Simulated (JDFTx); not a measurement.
# BeS (F-43m) in JDFTx: reference runs

Reference runs on BeS: the cell as given and a disturbed copy.

Everything below comes from runs of JDFTx 1.7.0 (patched build). Logs are shortened: lines on timing, memory, paths and dates and some standing lists are left out, and cuts for length are marked. The log counts tension as positive stress, the text compression.

## Step 1: The structure

It takes space group F-43m (No. 216, cubic). The conventional cell has a = 4.850 Å, b = 4.850 Å, c = 4.850 Å, α = 90.00°, β = 90.00°, γ = 90.00°. Around S (site symmetry -43m) lie 4 Be at 2.10 Å. Be (site symmetry -43m) is surrounded by 4 S at 2.10 Å.

## Step 2: Single point, PBE

The input, BeS.in:

```
lattice \
    0.0000000000     4.5825858522     4.5825858522 \
    4.5825858522     0.0000000000     4.5825858522 \
    4.5825858522     4.5825858522     0.0000000000
coords-type Lattice
ion S      0.7500000000     0.7500000000     0.7500000000 1
ion Be     0.0000000000     0.0000000000     0.0000000000 1

ion-species pseudo/S.upf
ion-species pseudo/Be.upf
elec-cutoff 44
elec-ex-corr gga-PBE
kpoint-folding 9 9 9
elec-smearing Fermi 0.0018374661
elec-n-bands 10
electronic-SCF nIterations 100 energyDiffThreshold 1e-08
electronic-minimize nIterations 30 energyDiffThreshold 1e-7
converge-empty-states yes
forces-output-coords Cartesian

dump-name run.$VAR
dump End Ecomponents EigStats BandEigs Kpoints Forces Stress ElecDensity Dtot KEdensity
```

Potentials or basis: PseudoDojo-SR-PBE-0.5-standard.

The run is started by

```bash
$ jdftx -c 1 -i BeS.in -o BeS.out
```

Standard output:

```text
*************** JDFTx 1.7.0 (patched build) ***************

Input parsed successfully to the following command list (including defaults):
[... the input with its defaults ...]

---------- Setting up symmetries ----------

Found 48 point-group symmetries of the bravais lattice
Found 24 space-group symmetries with basis
Applied RMS atom displacement 0 bohrs to make symmetries exact.

---------- Initializing the Grid ----------
R =
[            0      4.58259      4.58259  ]
[      4.58259            0      4.58259  ]
[      4.58259      4.58259            0  ]
unit cell volume = 192.469
G =
[   -0.68555    0.68555    0.68555  ]
[    0.68555   -0.68555    0.68555  ]
[    0.68555    0.68555   -0.68555  ]
Minimum fftbox size, Smin = [  40  40  40  ]
Chosen fftbox size, S = [  40  40  40  ]

---------- Exchange Correlation functional ----------
Initalized PBE GGA exchange.
Initalized PBE GGA correlation.

---------- Setting up pseudopotentials ----------
Width of ionic core gaussian charges (only for fluid interactions / plotting) set to 0

Reading pseudopotential file 'pseudo/S.upf':
  'S' pseudopotential, 'PBE' functional
  Generated using ONCVPSP code by D. R. Hamann
  6 valence electrons, 2 orbitals, 6 projectors, 1001 radial grid points, with lMax = 2
    3S    l: 0   occupation:  2.0   eigenvalue: -0.634163
    3P    l: 1   occupation:  4.0   eigenvalue: -0.257567
  Core radius for overlap checks: 1.43 bohrs.

Reading pseudopotential file 'pseudo/Be.upf':
  'Be' pseudopotential, 'PBE' functional
  Generated using ONCVPSP code by D. R. Hamann
  4 valence electrons, 2 orbitals, 4 projectors, 1001 radial grid points, with lMax = 1
    1S    l: 0   occupation:  2.0   eigenvalue: -3.903257
    2S    l: 0   occupation:  2.0   eigenvalue: -0.206153
  Core radius for overlap checks: 1.30 bohrs.

Initialized 2 species with 2 total atoms.

Folded 1 k-points by 9x9x9 to 729 k-points.

---------- Setting up k-points, bands, fillings ----------
Adding inversion symmetry to k-mesh for non-inversion-symmetric unit cell.
Reduced to 35 k-points under symmetry.
Computing the number of bands and number of electrons
Calculating initial fillings.
nElectrons:  10.000000   nBands: 10   nStates: 35

----- Setting up reduced wavefunction bases (one per k-point) -----
average nbasis = 2682.254 , ideal nbasis = 2683.088

---------- Setting up ewald sum ----------
Optimum gaussian width for ewald sums = 2.081331 bohr.
Real space sum over 1331 unit cells with max indices [  5  5  5  ]
Reciprocal space sum over 2197 terms with max indices [  6  6  6  ]

---------- Allocating electronic variables ----------
Initializing wave functions:  linear combination of atomic orbitals
Note: number of bands (10) exceeds available atomic orbitals (6)
S pseudo-atom occupations:   s ( 2 )  p ( 4 )
Be pseudo-atom occupations:   s ( 2 2 )
	FillingsUpdate:  mu: +0.352031976  nElectrons: 10.000000
LCAOMinimize: Iter:   0  F: -24.1204566930980420  |grad|_K:  3.823e-03  alpha:  1.000e+00
	FillingsUpdate:  mu: +0.300000000  nElectrons: 10.000000
LCAOMinimize: Iter:   1  F: -24.1376139629770528  |grad|_K:  1.060e-04  alpha:  6.503e-01  linmin: -1.722e-02  cgtest:  2.741e-02
	FillingsUpdate:  mu: +0.300000000  nElectrons: 10.000000
[... 4 lines of inner loops ...]
	FillingsUpdate:  mu: +0.300000000  nElectrons: 10.000000
LCAOMinimize: Iter:   4  F: -24.1376324195195053  |grad|_K:  3.741e-09  alpha:  8.815e-01  linmin: -2.464e-03  cgtest:  1.161e-02
LCAOMinimize: Encountered beta<0, resetting CG.
LCAOMinimize: Converged (|Delta F|<1.000000e-06 for 2 iters).

-------- Electronic minimization -----------
Will mix electronic density at each iteration.
	FillingsUpdate:  mu: +0.300000000  nElectrons: 10.000000
	FillingsUpdate:  mu: +0.269844058  nElectrons: 10.000000
SCF: Cycle:  0   F: -24.254561565564540   dF: -1.169e-01   |Residual|: 1.763e-01   |deigs|: 2.162e-01
	FillingsUpdate:  mu: +0.264318483  nElectrons: 10.000000
SCF: Cycle:  1   F: -24.288242107317135   dF: -3.368e-02   |Residual|: 6.281e-02   |deigs|: 2.896e-02
	FillingsUpdate:  mu: +0.267086501  nElectrons: 10.000000
SCF: Cycle:  2   F: -24.291924544225886   dF: -3.682e-03   |Residual|: 1.597e-02   |deigs|: 1.589e-02
	FillingsUpdate:  mu: +0.268747103  nElectrons: 10.000000
SCF: Cycle:  3   F: -24.292037725165844   dF: -1.132e-04   |Residual|: 3.136e-03   |deigs|: 4.156e-03
	FillingsUpdate:  mu: +0.269370499  nElectrons: 10.000000
SCF: Cycle:  4   F: -24.292045989688681   dF: -8.265e-06   |Residual|: 1.391e-03   |deigs|: 1.197e-03
	FillingsUpdate:  mu: +0.269591258  nElectrons: 10.000000
SCF: Cycle:  5   F: -24.292047447515877   dF: -1.458e-06   |Residual|: 2.230e-04   |deigs|: 2.142e-04
	FillingsUpdate:  mu: +0.269605462  nElectrons: 10.000000
SCF: Cycle:  6   F: -24.292047732204303   dF: -2.847e-07   |Residual|: 1.067e-04   |deigs|: 1.243e-04
	FillingsUpdate:  mu: +0.269621083  nElectrons: 10.000000
SCF: Cycle:  7   F: -24.292047838258142   dF: -1.061e-07   |Residual|: 5.132e-05   |deigs|: 3.298e-04
	FillingsUpdate:  mu: +0.269633377  nElectrons: 10.000000
SCF: Cycle:  8   F: -24.292047872810294   dF: -3.455e-08   |Residual|: 9.633e-06   |deigs|: 2.215e-04
	FillingsUpdate:  mu: +0.269632361  nElectrons: 10.000000
SCF: Cycle:  9   F: -24.292047884234456   dF: -1.142e-08   |Residual|: 7.529e-06   |deigs|: 3.694e-04
	FillingsUpdate:  mu: +0.269632933  nElectrons: 10.000000
SCF: Cycle: 10   F: -24.292047888980317   dF: -4.746e-09   |Residual|: 4.783e-06   |deigs|: 1.788e-04
	FillingsUpdate:  mu: +0.269633220  nElectrons: 10.000000
SCF: Cycle: 11   F: -24.292047890304048   dF: -1.324e-09   |Residual|: 2.525e-06   |deigs|: 1.240e-04
SCF: Converged (|Delta E|<1.000000e-08 for 2 iters).

Setting wave functions to eigenvectors of Hamiltonian
Converging empty states (this may take a while):
EmptyStates: None of the convergence criteria satisfied.
|deigs|: 8.961e-04

# Stress tensor in Cartesian coordinates [Eh/a0^3]:
[ -5.76596e-05            0            0  ]
[            0 -5.76596e-05            0  ]
[            0            0 -5.76596e-05  ]

# Ionic positions in lattice coordinates:
ion S   0.750000000000000   0.750000000000000   0.750000000000000 1
ion Be   0.000000000000000   0.000000000000000   0.000000000000000 1

# Forces in Cartesian coordinates:
force S  -0.000000000000000   0.000000000000000   0.000000000000000 1
force Be   0.000000000000000   0.000000000000000  -0.000000000000000 1

# Energy components:
   Eewald =      -15.1064138974246536
       EH =        3.7883419962814471
     Eloc =      -13.3385531374520525
      Enl =       -7.3509148959335153
      Exc =       -5.6080633013456662
 Exc_core =        0.7449992212921178
       KE =       12.5785561242782720
-------------------------------------
     Etot =      -24.2920478903040475
       TS =        0.0000000000000005
-------------------------------------
        F =      -24.2920478903040475

IonicMinimize: Iter:   0  F: -24.292047890304048  |grad|_K:       -nan
IonicMinimize: None of the convergence criteria satisfied after 0 iterations.

#--- Lowdin population analysis ---
# oxidation-state S -1.070
# oxidation-state Be +1.383

Dumping 'run.eigStats' ...
	eMin: -3.433073 at state 0 ( [ +0.000000 +0.000000 +0.000000 ] spin 0 )
	HOMO: +0.203397 at state 0 ( [ +0.000000 +0.000000 +0.000000 ] spin 0 )
	mu  : +0.269633
	LUMO: +0.321281 at state 23 ( [ +0.000000 +0.444444 +0.444444 ] spin 0 )
	eMax: +0.759242 at state 23 ( [ +0.000000 +0.444444 +0.444444 ] spin 0 )
	HOMO-LUMO gap: +0.117884
	Optical gap  : +0.208170 at state 0 ( [ +0.000000 +0.000000 +0.000000 ] spin 0 )
WARNING: the last solve of the electrons (or of bands or displaced states from it) ended unconverged.
Done!
[note: the Lowdin charges miss the electrons that lie outside the files' atomic orbitals]
[note: mu as printed may lie anywhere between the filled and the empty levels]
```

Wall time 34 s (1 thread of Intel Xeon Platinum 8375C at 2.90GHz (Ice Lake), shared host); peak memory 0.09 GiB.

Results:

```yaml
Free_energy: -661.0203 eV
Pressure: 1.7 GPa
Band_gap_on_the_k_mesh: 3.21 eV, indirect (least direct gap 5.66 eV)
```

Caveat: the empty levels aren't tightly converged; an odd mesh through Γ misses points on the zone boundary, where band edges often lie. Expect the measured gap to be larger: semilocal functionals such as PBE lack the derivative discontinuity.

## Step 3: Single point, PBE (atoms moved at random, drawn with an rms of 0.05 Å)

BeS.in: that of step 2 with these lines changed.

```diff
@@ -5,4 +5,4 @@
 coords-type Lattice
-ion S      0.7500000000     0.7500000000     0.7500000000 1
-ion Be     0.0000000000     0.0000000000     0.0000000000 1
+ion S      0.7546250000     0.7595160000     0.7327580000 1
+ion Be    -0.0024890000    -0.0094740000     0.0016710000 1
 
@@ -21,2 +21,2 @@
 dump-name run.$VAR
-dump End Ecomponents EigStats BandEigs Kpoints Forces Stress ElecDensity Dtot KEdensity
+dump End Ecomponents EigStats BandEigs Kpoints Forces Stress
```

Potentials or basis: PseudoDojo-SR-PBE-0.5-standard.

The run is started by

```bash
$ jdftx -c 1 -i BeS.in -o BeS.out
```

It took 5.3 min on 1 thread of Intel Xeon Platinum 8375C at 2.90GHz (Ice Lake), shared host; peak memory 0.58 GiB.

Results (log left out):

```yaml
Free_energy: -660.9997 eV
Pressure: 2.0 GPa
Largest_force: 0.594 eV/Å
Band_gap_on_the_k_mesh: 2.97 eV, indirect (least direct gap 5.36 eV)
```

Forces on the atoms (eV/Å):
```
S    0.054  0.245 -0.538
Be  -0.053 -0.245  0.539
```

Stress tensor (GPa, compression positive):
```
 2.02  1.65 -0.75
 1.65  1.99 -0.20
-0.75 -0.20  1.85
```

Levels at points of the mesh, in eV from the valence-band top:
```
           k point  band 2  band 3  band 4  band 5  band 6  band 7  band 8  band 9
(0.00, 0.00, 0.00)  -13.91   -0.47   -0.21    0.00    5.36    5.42    5.55    5.69
```

Caveat: forces may be off by hundredths of an eV/Å; the empty levels aren't tightly converged; an odd mesh through Γ misses points on the zone boundary, where band edges often lie.
